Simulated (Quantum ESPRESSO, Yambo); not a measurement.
# SiC (Moissanite): G0W0 with Yambo, start to end, part 2 of 3

Wanted: ground state, empty states, screening and self-energy for SiC (Moissanite).

Quantum ESPRESSO 7.5 and Yambo 5.3.0; PBE and many-body steps on it, plane waves. Known limits of the many-body steps: not at the basis limit; coarse k mesh.

So far. Step 2 (Ground state): The gap is indirect, with the least direct gap 1.11 eV higher.

### Step 3. Bands along the symmetry lines

Level of this step: DFT, PBE, plane waves, norm-conserving pseudopotentials (Quantum ESPRESSO).

The cheap functional maps the bands first; the places of the edges decide which points the dearer methods must see.

pw.in

```
&control
  calculation = 'bands'
  prefix = 'x'
  outdir = 'o'
  pseudo_dir = 'pseudo'
/
&system
  ibrav = 0
  nat = 12
  ntyp = 2
  ecutwfc = 74.0
  nbnd = 30
  force_symmorphic = .true.
/
&electrons
  conv_thr = 1e-9
  electron_maxstep = 80
  diago_full_acc = .true.
  diago_thr_init = 5e-6
/
ATOMIC_SPECIES
  Si 28.085 Si.upf
  C 12.011 C.upf
CELL_PARAMETERS angstrom
  3.0810000000 -0.0000000000 0.0000000000
  -1.5405000000 2.6682242691 0.0000000000
  0.0000000000 0.0000000000 15.1248000000
ATOMIC_POSITIONS crystal
  Si 0.0000000000 0.0000000000 0.0000000000
  Si 0.0000000000 0.0000000000 0.5000000000
  Si 0.3333333333 0.6666666667 0.1664000000
  Si 0.6666666667 0.3333333333 0.6664000000
  Si 0.6666666667 0.3333333333 0.3329000000
  Si 0.3333333333 0.6666666667 0.8329000000
  C 0.3333333333 0.6666666667 0.0412000000
  C 0.6666666667 0.3333333333 0.5412000000
  C 0.6666666667 0.3333333333 0.2080000000
  C 0.3333333333 0.6666666667 0.7080000000
  C 0.0000000000 0.0000000000 0.3746000000
  C 0.0000000000 0.0000000000 0.8746000000
K_POINTS crystal
  75
  0.00000000 0.00000000 0.00000000 1
  0.06250000 0.00000000 0.00000000 1
  0.12500000 0.00000000 0.00000000 1
  0.18750000 0.00000000 0.00000000 1
  0.25000000 0.00000000 0.00000000 1
  0.31250000 0.00000000 0.00000000 1
  0.37500000 0.00000000 0.00000000 1
  0.43750000 0.00000000 0.00000000 1
  0.50000000 0.00000000 0.00000000 1
  0.47916667 0.04166667 0.00000000 1
  0.45833333 0.08333333 0.00000000 1
  0.43750000 0.12500000 0.00000000 1
  0.41666666 0.16666666 0.00000000 1
  0.39583333 0.20833333 0.00000000 1
  0.37500000 0.25000000 0.00000000 1
  0.35416666 0.29166666 0.00000000 1
  0.33333333 0.33333333 0.00000000 1
  0.29166666 0.29166666 0.00000000 1
  0.25000000 0.25000000 0.00000000 1
  0.20833333 0.20833333 0.00000000 1
  0.16666666 0.16666666 0.00000000 1
  0.12500000 0.12500000 0.00000000 1
  0.08333333 0.08333333 0.00000000 1
  0.04166667 0.04166667 0.00000000 1
  0.00000000 0.00000000 0.00000000 1
  0.00000000 0.00000000 0.06250000 1
  0.00000000 0.00000000 0.12500000 1
  0.00000000 0.00000000 0.18750000 1
  0.00000000 0.00000000 0.25000000 1
  0.00000000 0.00000000 0.31250000 1
  0.00000000 0.00000000 0.37500000 1
  0.00000000 0.00000000 0.43750000 1
  0.00000000 0.00000000 0.50000000 1
  0.06250000 0.00000000 0.50000000 1
  0.12500000 0.00000000 0.50000000 1
  0.18750000 0.00000000 0.50000000 1
  0.25000000 0.00000000 0.50000000 1
  0.31250000 0.00000000 0.50000000 1
  0.37500000 0.00000000 0.50000000 1
  0.43750000 0.00000000 0.50000000 1
  0.50000000 0.00000000 0.50000000 1
  0.47916667 0.04166667 0.50000000 1
  0.45833333 0.08333333 0.50000000 1
  0.43750000 0.12500000 0.50000000 1
  0.41666666 0.16666666 0.50000000 1
  0.39583333 0.20833333 0.50000000 1
  0.37500000 0.25000000 0.50000000 1
  0.35416666 0.29166666 0.50000000 1
  0.33333333 0.33333333 0.50000000 1
  0.29166666 0.29166666 0.50000000 1
  0.25000000 0.25000000 0.50000000 1
  0.20833333 0.20833333 0.50000000 1
  0.16666666 0.16666666 0.50000000 1
  0.12500000 0.12500000 0.50000000 1
  0.08333333 0.08333333 0.50000000 1
  0.04166667 0.04166667 0.50000000 1
  0.00000000 0.00000000 0.50000000 1
  0.50000000 0.00000000 0.50000000 1
  0.50000000 0.00000000 0.43750000 1
  0.50000000 0.00000000 0.37500000 1
  0.50000000 0.00000000 0.31250000 1
  0.50000000 0.00000000 0.25000000 1
  0.50000000 0.00000000 0.18750000 1
  0.50000000 0.00000000 0.12500000 1
  0.50000000 0.00000000 0.06250000 1
  0.50000000 0.00000000 0.00000000 1
  0.33333333 0.33333333 0.50000000 1
  0.33333333 0.33333333 0.43750000 1
  0.33333333 0.33333333 0.37500000 1
  0.33333333 0.33333333 0.31250000 1
  0.33333333 0.33333333 0.25000000 1
  0.33333333 0.33333333 0.18750000 1
  0.33333333 0.33333333 0.12500000 1
  0.33333333 0.33333333 0.06250000 1
  0.33333333 0.33333333 0.00000000 1
```

Started as:

```bash
$ OMP_NUM_THREADS=1 mpirun -n 4 pw.x -nk 4 -in pw.in > pw.out
```

Output:

```text
[banner, memory and clock lines left out]
Program PWSCF v.7.5 starts

     Atomic positions and unit cell read from directory:
     o/x.save/

     Message from routine setup:
     using ibrav=0 with symmetry is DISCOURAGED, use correct ibrav instead

     G-vector sticks info

     bravais-lattice index     =            0
     lattice parameter (alat)  =       5.8222  a.u.
     unit-cell volume          =     839.0740 (a.u.)^3
     number of atoms/cell      =           12
     number of atomic types    =            2
     number of electrons       =        48.00
     number of Kohn-Sham states=           30
     kinetic-energy cutoff     =      74.0000  Ry
     charge density cutoff     =     296.0000  Ry
     Exchange-correlation= PBE
                           (   1   4   3   4   0   0   0)

     celldm(1)=   5.822246  celldm(2)=   0.000000  celldm(3)=   0.000000
     celldm(4)=   0.000000  celldm(5)=   0.000000  celldm(6)=   0.000000

     crystal axes: (cart. coord. in units of alat)
               a(1) = (   1.000000  -0.000000   0.000000 )
               a(2) = (  -0.500000   0.866025   0.000000 )
               a(3) = (   0.000000   0.000000   4.909056 )

     reciprocal axes: (cart. coord. in units 2 pi/alat)
               b(1) = (  1.000000  0.577350 -0.000000 )
               b(2) = (  0.000000  1.154701 -0.000000 )
               b(3) = ( -0.000000 -0.000000  0.203705 )
     Pseudo is Norm-conserving + core correction, Zval =  4.0
     Generated using ONCVPSP code by D. R. Hamann
     Using radial grid of 1510 points,  6 beta functions with:
     Pseudo is Norm-conserving + core correction, Zval =  4.0
     Generated using ONCVPSP code by D. R. Hamann
     Using radial grid of 1248 points,  4 beta functions with:
     Si                4.00    28.08500     Si( 1.00)
     C                 4.00    12.01100     C ( 1.00)

      6 Sym. Ops. (no inversion) found

   Cartesian axes

     site n.     atom                  positions (alat units)
         1        Si     tau(   1) = (   0.0000000   0.0000000   0.0000000  )
         2        Si     tau(   2) = (   0.0000000   0.0000000   2.4545278  )
         3        Si     tau(   3) = (  -0.0000000   0.5773503   0.8168668  )
         4        Si     tau(   4) = (   0.5000000   0.2886751   3.2713946  )
         5        Si     tau(   5) = (   0.5000000   0.2886751   1.6342246  )
         6        Si     tau(   6) = (  -0.0000000   0.5773503   4.0887523  )
         7        C      tau(   7) = (  -0.0000000   0.5773503   0.2022531  )
         8        C      tau(   8) = (   0.5000000   0.2886751   2.6567808  )
         9        C      tau(   9) = (   0.5000000   0.2886751   1.0210835  )
        10        C      tau(  10) = (  -0.0000000   0.5773503   3.4756113  )
        11        C      tau(  11) = (   0.0000000   0.0000000   1.8389322  )
        12        C      tau(  12) = (   0.0000000   0.0000000   4.2934599  )

     number of k points=    75
                       cart. coord. in units 2pi/alat
        k(    1) = (   0.0000000   0.0000000   0.0000000), wk =   0.0266667
        k(    2) = (   0.0625000   0.0360844   0.0000000), wk =   0.0266667
        k(    3) = (   0.1250000   0.0721688   0.0000000), wk =   0.0266667
[...]
[... 63 further rows ...]
        k(   74) = (   0.3333333   0.5773503   0.0127316), wk =   0.0266667
        k(   75) = (   0.3333333   0.5773503   0.0000000), wk =   0.0266667

     Dense  grid:    72085 G-vectors     FFT dimensions: (  32,  32, 160)

     The potential is recalculated from file :
     o/x.save/charge-density

     Starting wfcs are   48 randomized atomic wfcs

     Band Structure Calculation

     End of band structure calculation

          k = 0.0000 0.0000 0.0000 (  8941 PWs)   bands (ev):

    -5.9269  -5.4210  -5.3560  -3.8965  -3.8338  -2.3695   0.9408   3.2765
     3.3221   7.0856   7.1327   8.3758   8.3758   8.5558   8.5558   8.6806
     8.6806   9.1281   9.1281   9.2402   9.2402   9.4926   9.5283   9.5283
    14.6927  14.8641  15.2659  15.7771  15.8044  16.1863

          k = 0.0625 0.0361 0.0000 (  8945 PWs)   bands (ev):

[...]
14.9213  15.0966  15.4205  15.9077  15.9433  16.1881

          k = 0.1250 0.0722 0.0000 (  8956 PWs)   bands (ev):

[...]
14.7681  15.1013  15.1653  15.7857  16.0298  16.1932

[...]
k = 0.3333 0.5774 0.0127 (  9087 PWs)   bands (ev):

[...]
13.0279  13.0279  13.2846  14.5549  15.6784  15.6786

          k = 0.3333 0.5774 0.0000 (  9084 PWs)   bands (ev):

[...]
2.0716   2.3951   2.7614   2.7614   3.5158   3.5158   3.8560   4.7479
     4.9706   4.9706   6.1597   6.1597   6.3880   7.3203   7.4504   7.4504
    13.0216  13.0216  13.2744  14.5720  15.7371  15.7372

     XML data file, pseudopotentials, collected wavefunctions
```

Run time: 34 s. Hardware: 4 MPI ranks of Arm Neoverse V2, shared host; peak memory 0.39 GiB; 2.2 min of CPU time.

Numbers from this step:

| Item | Value |
| --- | --- |
| gap | 2.012 eV |
| k of the valence top | 0, 0, 0 |
| k of the conduction bottom | 0.5, 0, 0.1875 |
| least direct gap | 3.123 eV |

The gap is 2.012 eV, −0.005 eV from the run before at this level.

Electronic bands along the path, in eV, zero at the top of the highest filled band:

```csv
point,band 21,band 22,band 23,band 24,band 25,band 26,band 27,band 28
Γ,-0.29,-0.04,0.00,0.00,5.16,5.34,5.74,6.25
halfway,-1.17,-1.09,-0.70,-0.54,3.67,3.89,4.38,5.01
M,-1.84,-1.76,-1.66,-1.11,2.02,2.21,3.23,3.89
halfway,-2.44,-2.22,-2.00,-1.77,2.85,3.50,4.51,4.92
K,-3.14,-2.21,-2.08,-2.08,3.49,3.49,3.75,5.04
halfway,-1.78,-1.73,-1.30,-0.72,4.79,4.86,4.97,5.06
Γ,-0.29,-0.04,0.00,0.00,5.16,5.34,5.74,6.25
halfway,-0.20,-0.20,-0.02,-0.02,5.18,5.30,5.81,6.15
A,-0.09,-0.09,-0.09,-0.09,5.23,5.23,5.97,5.97
halfway,-1.00,-1.00,-0.71,-0.71,3.77,3.77,4.73,4.73
L,-1.72,-1.72,-1.31,-1.31,2.06,2.06,3.45,3.45
halfway,-2.68,-2.68,-1.67,-1.67,3.20,3.20,4.48,4.48
H,-2.63,-2.63,-2.27,-2.27,3.68,3.68,4.32,4.32
halfway,-1.96,-1.96,-0.85,-0.85,4.74,4.74,5.12,5.12
A,-0.09,-0.09,-0.09,-0.09,5.23,5.23,5.97,5.97
jump to L,-1.72,-1.72,-1.31,-1.31,2.06,2.06,3.45,3.45
halfway,-2.00,-1.64,-1.53,-1.16,2.01,2.16,3.29,3.68
M,-1.84,-1.76,-1.66,-1.11,2.02,2.21,3.23,3.89
jump to H,-2.63,-2.63,-2.27,-2.27,3.68,3.68,4.32,4.32
halfway,-2.97,-2.33,-2.16,-2.16,3.58,3.58,3.91,4.80
K,-3.14,-2.21,-2.08,-2.08,3.49,3.49,3.75,5.04
```

### Step 4. Empty states on the mesh, 6×6×1 mesh, 306 bands

The sums over transitions need many empty states on a uniform mesh; this step solves for them.

pw.in

```
&control
  calculation = 'nscf'
  prefix = 'x'
  outdir = 'o'
  pseudo_dir = 'pseudo'
/
&system
  ibrav = 0
  nat = 12
  ntyp = 2
  ecutwfc = 74.0
  nbnd = 306
  force_symmorphic = .true.
/
&electrons
  conv_thr = 1e-9
  electron_maxstep = 80
  diago_full_acc = .true.
  diago_thr_init = 5e-6
/
ATOMIC_SPECIES
  Si 28.085 Si.upf
  C 12.011 C.upf
CELL_PARAMETERS angstrom
  3.0810000000 -0.0000000000 0.0000000000
  -1.5405000000 2.6682242691 0.0000000000
  0.0000000000 0.0000000000 15.1248000000
ATOMIC_POSITIONS crystal
  Si 0.0000000000 0.0000000000 0.0000000000
  Si 0.0000000000 0.0000000000 0.5000000000
  Si 0.3333333333 0.6666666667 0.1664000000
  Si 0.6666666667 0.3333333333 0.6664000000
  Si 0.6666666667 0.3333333333 0.3329000000
  Si 0.3333333333 0.6666666667 0.8329000000
  C 0.3333333333 0.6666666667 0.0412000000
  C 0.6666666667 0.3333333333 0.5412000000
  C 0.6666666667 0.3333333333 0.2080000000
  C 0.3333333333 0.6666666667 0.7080000000
  C 0.0000000000 0.0000000000 0.3746000000
  C 0.0000000000 0.0000000000 0.8746000000
K_POINTS automatic
  6 6 1 0 0 0
```

Output:

```text
[banner, memory and clock lines left out]
Program PWSCF v.7.5 starts

     Atomic positions and unit cell read from directory:
     o/x.save/

     Message from routine setup:
     using ibrav=0 with symmetry is DISCOURAGED, use correct ibrav instead

     G-vector sticks info

     bravais-lattice index     =            0
     lattice parameter (alat)  =       5.8222  a.u.
     unit-cell volume          =     839.0740 (a.u.)^3
     number of atoms/cell      =           12
     number of atomic types    =            2
     number of electrons       =        48.00
     number of Kohn-Sham states=          306
     kinetic-energy cutoff     =      74.0000  Ry
     charge density cutoff     =     296.0000  Ry
     Exchange-correlation= PBE
                           (   1   4   3   4   0   0   0)

     celldm(1)=   5.822246  celldm(2)=   0.000000  celldm(3)=   0.000000
     celldm(4)=   0.000000  celldm(5)=   0.000000  celldm(6)=   0.000000

     crystal axes: (cart. coord. in units of alat)
               a(1) = (   1.000000  -0.000000   0.000000 )
               a(2) = (  -0.500000   0.866025   0.000000 )
               a(3) = (   0.000000   0.000000   4.909056 )

     reciprocal axes: (cart. coord. in units 2 pi/alat)
               b(1) = (  1.000000  0.577350 -0.000000 )
               b(2) = (  0.000000  1.154701 -0.000000 )
               b(3) = ( -0.000000 -0.000000  0.203705 )
     Pseudo is Norm-conserving + core correction, Zval =  4.0
     Generated using ONCVPSP code by D. R. Hamann
     Using radial grid of 1510 points,  6 beta functions with:
     Pseudo is Norm-conserving + core correction, Zval =  4.0
     Generated using ONCVPSP code by D. R. Hamann
     Using radial grid of 1248 points,  4 beta functions with:
     Si                4.00    28.08500     Si( 1.00)
     C                 4.00    12.01100     C ( 1.00)

      6 Sym. Ops. (no inversion) found

   Cartesian axes

     site n.     atom                  positions (alat units)
         1        Si     tau(   1) = (   0.0000000   0.0000000   0.0000000  )
         2        Si     tau(   2) = (   0.0000000   0.0000000   2.4545278  )
         3        Si     tau(   3) = (  -0.0000000   0.5773503   0.8168668  )
         4        Si     tau(   4) = (   0.5000000   0.2886751   3.2713946  )
         5        Si     tau(   5) = (   0.5000000   0.2886751   1.6342246  )
         6        Si     tau(   6) = (  -0.0000000   0.5773503   4.0887523  )
         7        C      tau(   7) = (  -0.0000000   0.5773503   0.2022531  )
         8        C      tau(   8) = (   0.5000000   0.2886751   2.6567808  )
         9        C      tau(   9) = (   0.5000000   0.2886751   1.0210835  )
        10        C      tau(  10) = (  -0.0000000   0.5773503   3.4756113  )
        11        C      tau(  11) = (   0.0000000   0.0000000   1.8389322  )
        12        C      tau(  12) = (   0.0000000   0.0000000   4.2934599  )

     number of k points=     7
                       cart. coord. in units 2pi/alat
        k(    1) = (   0.0000000   0.0000000   0.0000000), wk =   0.0555556
        k(    2) = (   0.0000000   0.1924501   0.0000000), wk =   0.3333333
        k(    3) = (   0.0000000   0.3849002   0.0000000), wk =   0.3333333
        k(    4) = (   0.0000000  -0.5773503   0.0000000), wk =   0.1666667
        k(    5) = (   0.1666667   0.2886751   0.0000000), wk =   0.3333333
        k(    6) = (   0.1666667   0.4811252   0.0000000), wk =   0.6666667
        k(    7) = (   0.3333333   0.5773503   0.0000000), wk =   0.1111111

     Dense  grid:    72085 G-vectors     FFT dimensions: (  32,  32, 160)

     The potential is recalculated from file :
     o/x.save/charge-density

     Starting wfcs are   48 randomized atomic wfcs +  258 random wfcs

     Band Structure Calculation

     End of band structure calculation

          k = 0.0000 0.0000 0.0000 (  8941 PWs)   bands (ev):

    -5.9269  -5.4210  -5.3560  -3.8965  -3.8338  -2.3695   0.9408   3.2765
     3.3221   7.0856   7.1327   8.3758   8.3758   8.5558   8.5558   8.6806
     8.6806   9.1281   9.1281   9.2402   9.2402   9.4926   9.5283   9.5283
[...]
[... 27 further rows ...]
[...]
92.6265  93.1570

          k = 0.0000 0.1925 0.0000 (  8976 PWs)   bands (ev):

[...]
[... 27 further rows ...]
[...]
93.9456  94.7235

          k = 0.0000 0.3849 0.0000 (  9014 PWs)   bands (ev):

[...]
32.1785  32.2578  32.9326  33.1263  33.3376  33.5735  33.6644  33.9672
     [... 27 further rows ...]
    94.8656  95.3375  95.6230  95.9958  96.2306  96.4734  96.6110  96.8808
    96.9445  97.1717

          k = 0.0000-0.5774 0.0000 (  9034 PWs)   bands (ev):

     [... further k-points ...]

     highest occupied, lowest unoccupied level (ev):     9.5283   11.5451

     XML data file, pseudopotentials, collected wavefunctions
```

Elapsed: 62 s, on 4 MPI ranks; peak memory 1.2 GiB.

Numbers from this step:

```
gap                                                           : 2.017 eV
k of the valence top                                          : 0, 0, 0
k of the conduction bottom                                    : 0, -0.5, 0
least direct gap                                              : 3.123 eV
k points computed                                             : 7
lowest point of the top converged band, above the valence top : 83.6287 eV
```

On this mesh the gap is 2.017 eV.

(Part 2 of 3 ends here.)

[Paths, hosts, dates, memory and timing lines, banners, echoed tables and standing remarks are left out of the program output.]

[Logs are printed without paths, hosts, clocks, repeated set-up lines and the standing remarks that a program may print on its own settings, such as how far it seeks lower states.]

[Runs of the session that timed out or met a known fault of the program may be left out.]

[Hosts, paths, dates, database ids (printed as entryN), source tags and the programs' standing remarks are cut or masked in the printed files.]
